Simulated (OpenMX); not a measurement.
GaN:

```xyz
2
Lattice="2.9806 0.0000 0.0000 -1.4903 2.5813 0.0000 0.0000 0.0000 2.6834" Properties=species:S:1:pos:R:3 pbc="T T T"
Ga    1.4903    0.8604    1.3417
N     0.0000    0.0000    0.0000
```

The cell was built by a generator and needn't be a form met in nature.

Base run:

```yaml
Program: OpenMX 3.8.5
Functional: PBE
Dispersion: D3
Potentials_or_basis: OpenMX 2013 PBE set, Ga7.0-s3p2d2, N6.0-s2p2d1, grid cutoff 500 Ry
k_mesh: 7 × 7 × 7
Occupations: fermi-dirac, width 0.05 eV
Spin: no spin polarisation
```

Its results: band gap on the k mesh none (metal or under the smearing width); pressure 2.4 GPa; largest force 0.026 eV/Å.

Task: After a change of settings the same cell gave: band gap on the k mesh none (metal or under the smearing width); pressure 1.1 GPa; largest force 0.026 eV/Å. Which change was it?
A. dispersion from D3 to D4
B. dispersion from D3 to D3(BJ)
C. dispersion from D3 to none

Result: B.

Caveats: the basis of atomic orbitals isn't converged, which shifts pressures, moduli and gaps; pairwise dispersion overbinds metals, which lowers pressure and volume.
